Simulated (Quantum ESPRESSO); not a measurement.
# BaTiO3 (P4mm) in Quantum ESPRESSO: further runs

Aim: see how the results for BaTiO3 move with the level of theory and the settings. Levels: RPBE, revPBE, LDA. Tasks: band structure.

All numbers are computed with Quantum ESPRESSO 7.5; they aren't measurements. Logs are shortened: lines on timing, memory, paths and dates and some standing lists are left out, and cuts for length are marked.

## 1. The structure

The structure is tetragonal, space group P4mm (No. 99). The conventional cell has a = 4.000 Å, b = 4.000 Å, c = 4.018 Å, α = 90.00°, β = 90.00°, γ = 90.00°. Around Ba (site symmetry 4mm) lie 12 O at 2.79 to 2.88 Å. Around Ti (site symmetry 4mm) lie 6 O at 1.89 to 2.13 Å. O (site symmetry 2mm) is surrounded by 2 Ti at 2.00 Å. O (site symmetry 4mm) is surrounded by 2 Ti at 1.89 to 2.13 Å.

## 2. Band structure, RPBE

The input, pw.in:

```
&CONTROL
  calculation = 'scf'
  prefix = 'pwscf'
  outdir = './tmp'
  pseudo_dir = './pseudo'
  tprnfor = .true.
  tstress = .true.
  disk_io = 'low'
/
&SYSTEM
  ibrav = 0
  nat = 5
  ntyp = 3
  ecutwfc = 84
  nbnd = 28
  input_dft = 'rpbe'
  occupations = 'smearing'
  smearing = 'fd'
  degauss = 0.00367493
/
&ELECTRONS
  conv_thr = 1d-09
  electron_maxstep = 120
  mixing_beta = 0.5
/
ATOMIC_SPECIES
Ba   137.3270 Ba.upf
Ti    47.8670 Ti.upf
O     15.9990 O.upf
CELL_PARAMETERS angstrom
   3.9998000000    0.0000000000    0.0000000000
   0.0000000000    3.9998000000    0.0000000000
   0.0000000000    0.0000000000    4.0180000000
ATOMIC_POSITIONS angstrom
Ba     0.0000000000    0.0000000000    0.0000000000
Ti     1.9999000000    1.9999000000    1.9688200000
O      0.0000000000    1.9999000000    2.0773060000
O      1.9999000000    0.0000000000    2.0773060000
O      1.9999000000    1.9999000000    0.0763420000
K_POINTS automatic
7 7 7 0 0 0
```

The input, bands.in:

```
&CONTROL
  calculation = 'bands'
  prefix = 'pwscf'
  outdir = './tmp'
  pseudo_dir = './pseudo'
  disk_io = 'low'
  verbosity = 'high'
/
&SYSTEM
  ibrav = 0
  nat = 5
  ntyp = 3
  ecutwfc = 84
  nbnd = 28
  input_dft = 'rpbe'
  occupations = 'smearing'
  smearing = 'fd'
  degauss = 0.00367493
/
&ELECTRONS
  conv_thr = 1d-08
  electron_maxstep = 120
  mixing_beta = 0.5
  diago_full_acc = .true.
/
ATOMIC_SPECIES
Ba   137.3270 Ba.upf
Ti    47.8670 Ti.upf
O     15.9990 O.upf
CELL_PARAMETERS angstrom
   3.9998000000    0.0000000000    0.0000000000
   0.0000000000    3.9998000000    0.0000000000
   0.0000000000    0.0000000000    4.0180000000
ATOMIC_POSITIONS angstrom
Ba     0.0000000000    0.0000000000    0.0000000000
Ti     1.9999000000    1.9999000000    1.9688200000
O      0.0000000000    1.9999000000    2.0773060000
O      1.9999000000    0.0000000000    2.0773060000
O      1.9999000000    1.9999000000    0.0763420000
K_POINTS crystal
60
 0.0000000000  0.0000000000  0.0000000000 1
 0.0000000000  0.1000000000  0.0000000000 1
 0.0000000000  0.2000000000  0.0000000000 1
 0.0000000000  0.3000000000  0.0000000000 1
 0.0000000000  0.4000000000  0.0000000000 1
 0.0000000000  0.5000000000  0.0000000000 1
 0.1000000000  0.5000000000  0.0000000000 1
 0.2000000000  0.5000000000  0.0000000000 1
 0.3000000000  0.5000000000  0.0000000000 1
 0.4000000000  0.5000000000  0.0000000000 1
 0.5000000000  0.5000000000  0.0000000000 1
 0.4375000000  0.4375000000  0.0000000000 1
 0.3750000000  0.3750000000  0.0000000000 1
 0.3125000000  0.3125000000  0.0000000000 1
 0.2500000000  0.2500000000  0.0000000000 1
 0.1875000000  0.1875000000  0.0000000000 1
 0.1250000000  0.1250000000  0.0000000000 1
 0.0625000000  0.0625000000  0.0000000000 1
 0.0000000000  0.0000000000  0.0000000000 1
 0.0000000000  0.0000000000  0.0833333333 1
 0.0000000000  0.0000000000  0.1666666667 1
 0.0000000000  0.0000000000  0.2500000000 1
 0.0000000000  0.0000000000  0.3333333333 1
 0.0000000000  0.0000000000  0.4166666667 1
 0.0000000000  0.0000000000  0.5000000000 1
 0.0000000000  0.0833333333  0.5000000000 1
 0.0000000000  0.1666666667  0.5000000000 1
 0.0000000000  0.2500000000  0.5000000000 1
 0.0000000000  0.3333333333  0.5000000000 1
 0.0000000000  0.4166666667  0.5000000000 1
 0.0000000000  0.5000000000  0.5000000000 1
 0.0833333333  0.5000000000  0.5000000000 1
 0.1666666667  0.5000000000  0.5000000000 1
 0.2500000000  0.5000000000  0.5000000000 1
 0.3333333333  0.5000000000  0.5000000000 1
 0.4166666667  0.5000000000  0.5000000000 1
 0.5000000000  0.5000000000  0.5000000000 1
 0.4444444444  0.4444444444  0.5000000000 1
 0.3888888889  0.3888888889  0.5000000000 1
 0.3333333333  0.3333333333  0.5000000000 1
 0.2777777778  0.2777777778  0.5000000000 1
 0.2222222222  0.2222222222  0.5000000000 1
 0.1666666667  0.1666666667  0.5000000000 1
 0.1111111111  0.1111111111  0.5000000000 1
 0.0555555556  0.0555555556  0.5000000000 1
 0.0000000000  0.0000000000  0.5000000000 1
 0.0000000000  0.5000000000  0.0000000000 1
 0.0000000000  0.5000000000  0.0833333333 1
 0.0000000000  0.5000000000  0.1666666667 1
 0.0000000000  0.5000000000  0.2500000000 1
 0.0000000000  0.5000000000  0.3333333333 1
 0.0000000000  0.5000000000  0.4166666667 1
 0.0000000000  0.5000000000  0.5000000000 1
 0.5000000000  0.5000000000  0.0000000000 1
 0.5000000000  0.5000000000  0.0833333333 1
 0.5000000000  0.5000000000  0.1666666667 1
 0.5000000000  0.5000000000  0.2500000000 1
 0.5000000000  0.5000000000  0.3333333333 1
 0.5000000000  0.5000000000  0.4166666667 1
 0.5000000000  0.5000000000  0.5000000000 1
```

Potentials or basis: PseudoDojo 0.4.1 SR PBE standard.

Launch:

```
> OMP_NUM_THREADS=1 pw.x -in pw.in > pw.out
> OMP_NUM_THREADS=1 pw.x -in bands.in > bands.out
```

pw.out:

```text
This program is part of the open-source Quantum ESPRESSO suite
     for quantum simulation of materials; please cite
         "P. Giannozzi et al., J. Phys.:Condens. Matter 21 395502 (2009);
         "P. Giannozzi et al., J. Phys.:Condens. Matter 29 465901 (2017);
         "P. Giannozzi et al., J. Chem. Phys. 152 154105 (2020);
     in publications or presentations arising from this work. More details at

     IMPORTANT: XC functional enforced from input :
     Exchange-correlation= RPBE
                           (   1   4  44   4   0   0   0)
     Any further DFT definition will be discarded
     Please, verify this is what you really want

     Message from routine setup:
     using ibrav=0 with symmetry is DISCOURAGED, use correct ibrav instead

     G-vector sticks info
     --------------------
     sticks:   dense  smooth     PW     G-vecs:    dense   smooth      PW
     Sum        1533    1533    437                45129    45129    6883

     Using Slab Decomposition

     bravais-lattice index     =            0
     lattice parameter (alat)  =       7.5585  a.u.
     unit-cell volume          =     433.7935 (a.u.)^3
     number of atoms/cell      =            5
     number of atomic types    =            3
     number of electrons       =        40.00
     number of Kohn-Sham states=           28
     kinetic-energy cutoff     =      84.0000  Ry
     charge density cutoff     =     336.0000  Ry
     scf convergence threshold =      1.0E-09
     mixing beta               =       0.5000
     number of iterations used =            8  plain     mixing
     Exchange-correlation= RPBE
                           (   1   4  44   4   0   0   0)

     celldm(1)=   7.558527  celldm(2)=   0.000000  celldm(3)=   0.000000
     celldm(4)=   0.000000  celldm(5)=   0.000000  celldm(6)=   0.000000

     crystal axes: (cart. coord. in units of alat)
               a(1) = (   1.000000   0.000000   0.000000 )
               a(2) = (   0.000000   1.000000   0.000000 )
               a(3) = (   0.000000   0.000000   1.004550 )

     reciprocal axes: (cart. coord. in units 2 pi/alat)
               b(1) = (  1.000000  0.000000  0.000000 )
               b(2) = (  0.000000  1.000000  0.000000 )
               b(3) = (  0.000000  0.000000  0.995470 )

     PseudoPot. # 1 for Ba read from file:
     Ba.upf
     Pseudo is Norm-conserving + core correction, Zval = 10.0
     Generated using ONCVPSP code by D. R. Hamann
     Using radial grid of 1958 points,  6 beta functions with:
                l(1) =   0
                l(2) =   0
                l(3) =   1
                l(4) =   1
                l(5) =   2
                l(6) =   2

     PseudoPot. # 2 for Ti read from file:
     Ti.upf
     Pseudo is Norm-conserving + core correction, Zval = 12.0
     Generated using ONCVPSP code by D. R. Hamann
     Using radial grid of 1586 points,  6 beta functions with:
                l(1) =   0
                l(2) =   0
                l(3) =   1
                l(4) =   1
                l(5) =   2
                l(6) =   2

     PseudoPot. # 3 for O  read from file:
     O.upf
     Pseudo is Norm-conserving + core correction, Zval =  6.0
     Generated using ONCVPSP code by D. R. Hamann
     Using radial grid of  936 points,  5 beta functions with:
                l(1) =   0
                l(2) =   0
                l(3) =   1
                l(4) =   1
                l(5) =   2

     atomic species   valence    mass     pseudopotential
     Ba               10.00   137.32700     Ba( 1.00)
     Ti               12.00    47.86700     Ti( 1.00)
     O                 6.00    15.99900     O ( 1.00)

      8 Sym. Ops. (no inversion) found

   Cartesian axes

     site n.     atom                  positions (alat units)
         1        Ba     tau(   1) = (   0.0000000   0.0000000   0.0000000  )
         2        Ti     tau(   2) = (   0.5000000   0.5000000   0.4922296  )
         3        O      tau(   3) = (   0.0000000   0.5000000   0.5193525  )
         4        O      tau(   4) = (   0.5000000   0.0000000   0.5193525  )
         5        O      tau(   5) = (   0.5000000   0.5000000   0.0190865  )

     number of k points=    40  Fermi-Dirac smearing, width (Ry)=  0.0037
                       cart. coord. in units 2pi/alat
        k(    1) = (   0.0000000   0.0000000   0.0000000), wk =   0.0058309
        k(    2) = (   0.0000000   0.0000000   0.1422101), wk =   0.0116618
        k(    3) = (   0.0000000   0.0000000   0.2844201), wk =   0.0116618
        k(    4) = (   0.0000000   0.0000000   0.4266302), wk =   0.0116618
        k(    5) = (   0.0000000   0.1428571   0.0000000), wk =   0.0233236
        k(    6) = (   0.0000000   0.1428571   0.1422101), wk =   0.0466472
[... 32 lines left out ...]
        k(   39) = (   0.4285714   0.4285714   0.2844201), wk =   0.0466472
        k(   40) = (   0.4285714   0.4285714   0.4266302), wk =   0.0466472

     Dense  grid:    45129 G-vectors     FFT dimensions: (  45,  45,  45)

     Initial potential from superposition of free atoms

     starting charge      39.9818, renormalised to      40.0000
     Starting wfcs are   27 randomized atomic wfcs +    1 random wfcs

     Self-consistent Calculation

     iteration #  1     ecut=    84.00 Ry     beta= 0.50
     Davidson diagonalization with overlap
     ethr =  1.00E-02,  avg # of iterations =  5.3

     total energy              =    -274.12912037 Ry
     estimated scf accuracy    <       1.96080415 Ry

     iteration #  2     ecut=    84.00 Ry     beta= 0.50
     Davidson diagonalization with overlap
     ethr =  4.90E-03,  avg # of iterations =  2.0

     total energy              =    -273.38664663 Ry
     estimated scf accuracy    <       8.05330439 Ry

     iteration #  3     ecut=    84.00 Ry     beta= 0.50
     Davidson diagonalization with overlap
     ethr =  4.90E-03,  avg # of iterations =  2.1

     total energy              =    -274.94761188 Ry
     estimated scf accuracy    <       0.39935596 Ry

     iteration #  4     ecut=    84.00 Ry     beta= 0.50
     Davidson diagonalization with overlap
     ethr =  9.98E-04,  avg # of iterations =  1.0

     total energy              =    -274.87934851 Ry
     estimated scf accuracy    <       0.18338718 Ry

     iteration #  5     ecut=    84.00 Ry     beta= 0.50
     Davidson diagonalization with overlap
     ethr =  4.58E-04,  avg # of iterations =  2.4
[... 29 lines left out ...]
     total energy              =    -274.92049803 Ry
     estimated scf accuracy    <       0.00002176 Ry

     iteration # 10     ecut=    84.00 Ry     beta= 0.50
     Davidson diagonalization with overlap
     ethr =  5.44E-08,  avg # of iterations =  1.1

     total energy              =    -274.92050158 Ry
     estimated scf accuracy    <       0.00000006 Ry

     iteration # 11     ecut=    84.00 Ry     beta= 0.50
     Davidson diagonalization with overlap
     ethr =  1.46E-10,  avg # of iterations =  3.4

     total energy              =    -274.92050161 Ry
     estimated scf accuracy    <       0.00000006 Ry

     iteration # 12     ecut=    84.00 Ry     beta= 0.50
     Davidson diagonalization with overlap
     ethr =  1.39E-10,  avg # of iterations =  1.0

     End of self-consistent calculation

          k = 0.0000 0.0000 0.0000 (  5631 PWs)   bands (ev):

   -46.1258 -22.3668 -22.3369 -22.3369 -14.4036  -6.3441  -5.6996  -5.6405
     0.4609   0.4609   0.4637   8.1839   8.1978   8.1978   9.2880   9.2880
     9.3803  10.2048  10.2235  10.2235  12.3604  12.5691  12.5691  14.5151
    14.6138  15.6900  15.7547  18.0263

          k = 0.0000 0.0000 0.1422 (  5622 PWs)   bands (ev):

   -46.1257 -22.3761 -22.3365 -22.3365 -14.3833  -6.3472  -5.6931  -5.6344
     0.4891   0.4891   0.5445   7.8501   8.1427   8.1427   9.0837   9.0837
     9.2170   9.7850  10.1360  10.1360  12.3865  12.8985  12.8985  14.5146
    15.1078  16.0480  16.1327  18.5024

          k = 0.0000 0.0000 0.2844 (  5630 PWs)   bands (ev):

   -46.1253 -22.3968 -22.3357 -22.3357 -14.3371  -6.4221  -5.6206  -5.5976
     0.5541   0.5541   0.7231   7.1235   7.9715   7.9715   8.7657   8.7657
     8.8903   9.0968   9.9586   9.9586  12.4467  13.5492  13.5492  14.5151
    15.9462  16.8588  17.0883  19.7871

          k = 0.0000 0.0000 0.4266 (  5618 PWs)   bands (ev):

   -46.1250 -22.4134 -22.3351 -22.3351 -14.2992  -6.5225  -5.6095  -5.4671
     0.6082   0.6082   0.8642   6.5679   7.7898   7.7898   8.6084   8.6084
     8.6585   8.6702   9.8326   9.8326  12.4966  14.0250  14.0250  14.5162
    16.4727  17.5429  18.0338  18.7849

          k = 0.0000 0.1429 0.0000 (  5614 PWs)   bands (ev):
[... 230 lines left out ...]
          k = 0.4286 0.4286 0.1422 (  5644 PWs)   bands (ev):

   -46.1238 -22.3821 -22.3819 -22.3720 -14.2116  -6.0021  -5.5627  -5.5422
     0.3054   0.3194   0.6314   6.3368   6.7862   6.9331   7.8901   7.9698
     8.3431   9.5571   9.6540  10.3831  14.1011  14.1250  14.4454  15.8333
    17.9629  18.3344  18.8933  19.5264

          k = 0.4286 0.4286 0.2844 (  5650 PWs)   bands (ev):

   -46.1234 -22.3920 -22.3810 -22.3810 -14.1854  -5.7784  -5.4947  -5.4931
     0.0228   0.0451   0.2714   6.3223   6.7916   7.2702   7.5182   8.0505
     8.0792   9.9308   9.9889  10.4000  14.3684  14.3754  14.5355  16.8752
    17.9152  18.1181  18.3754  18.4326

          k = 0.4286 0.4286 0.4266 (  5668 PWs)   bands (ev):

   -46.1231 -22.4080 -22.3803 -22.3802 -14.1641  -5.5705  -5.4715  -5.4373
    -0.1561  -0.1464  -0.0391   6.1934   6.7716   6.7965   7.9105   8.0776
     8.0977  10.2861  10.3156  10.4113  14.6002  14.6092  14.6189  17.2919
    17.5238  17.6622  18.0495  18.2583

     the Fermi energy is    11.4416 ev

!    total energy              =    -274.92050161 Ry
     estimated scf accuracy    <          6.5E-10 Ry
     smearing contrib. (-TS)   =      -0.00000000 Ry
     internal energy E=F+TS    =    -274.92050161 Ry

     The total energy is F=E-TS. E is the sum of the following terms:
     one-electron contribution =     -71.57261317 Ry
     hartree contribution      =      59.98672752 Ry
     xc contribution           =     -56.33465551 Ry
     ewald contribution        =    -206.99996045 Ry

     convergence has been achieved in  12 iterations

     Forces acting on atoms (cartesian axes, Ry/au):

     atom    1 type  1   force =     0.00000000    0.00000000    0.00243510
     atom    2 type  2   force =     0.00000000    0.00000000   -0.00642785
     atom    3 type  3   force =     0.00000000    0.00000000   -0.00448551
     atom    4 type  3   force =     0.00000000    0.00000000   -0.00448551
     atom    5 type  3   force =     0.00000000    0.00000000    0.01296376

     Total force =     0.015986     Total SCF correction =     0.000005

     Computing stress (Cartesian axis) and pressure

          total   stress  (Ry/bohr**3)                   (kbar)     P=       64.96
   0.00042252   0.00000000   0.00000000           62.15        0.00        0.00
   0.00000000   0.00042252   0.00000000            0.00       62.15        0.00
   0.00000000   0.00000000   0.00047975            0.00        0.00       70.57

=------------------------------------------------------------------------------=
   JOB DONE.
=------------------------------------------------------------------------------=
```

Wall time 3.2 min (1 thread of Arm Neoverse V1, shared host); peak memory 0.19 GiB.

What came out:

```
Free energy             : -3740.4840 eV
Pressure                : 6.5 GPa
Largest force           : 0.333 eV/Å
Band gap on the k mesh  : 1.95 eV, indirect (least direct gap 2.14 eV)
Band gap along the path : 1.86 eV, indirect (least direct gap 2.14 eV)
```

Forces on the atoms (eV/Å):
```
Ba   0.000  0.000  0.063
Ti   0.000  0.000 -0.165
O    0.000  0.000 -0.115
O    0.000  0.000 -0.115
O    0.000  0.000  0.333
```

Levels at the corners of the path, in eV from the valence-band top:
```
point  band 18  band 19  band 20  band 21  band 22  band 23
    Γ    -0.30    -0.28    -0.28     1.86     2.06     2.06
    X    -1.70    -0.93    -0.83     2.19     3.53     3.56
    M    -0.96    -0.96    -0.07     3.58     3.58     3.98
    Γ    -0.30    -0.28    -0.28     1.86     2.06     2.06
    Z    -1.88    -0.69    -0.69     2.00     3.59     3.59
    R    -0.89    -0.87    -0.15     3.55     3.60     3.97
    A    -0.08    -0.08     0.00     4.19     4.19     4.20
    Z    -1.88    -0.69    -0.69     2.00     3.59     3.59
    X    -1.70    -0.93    -0.83     2.19     3.53     3.56
    R    -0.89    -0.87    -0.15     3.55     3.60     3.97
    M    -0.96    -0.96    -0.07     3.58     3.58     3.98
    A    -0.08    -0.08     0.00     4.19     4.19     4.20
```

Caveat: the potentials were made for another functional, which shifts forces and pressure; this release of the barium file is off; spin-orbit coupling is left out, which moves the levels of the heavy elements; the mesh misses the band edges, which the band path finds closer together.

[end of part 1 of 2]
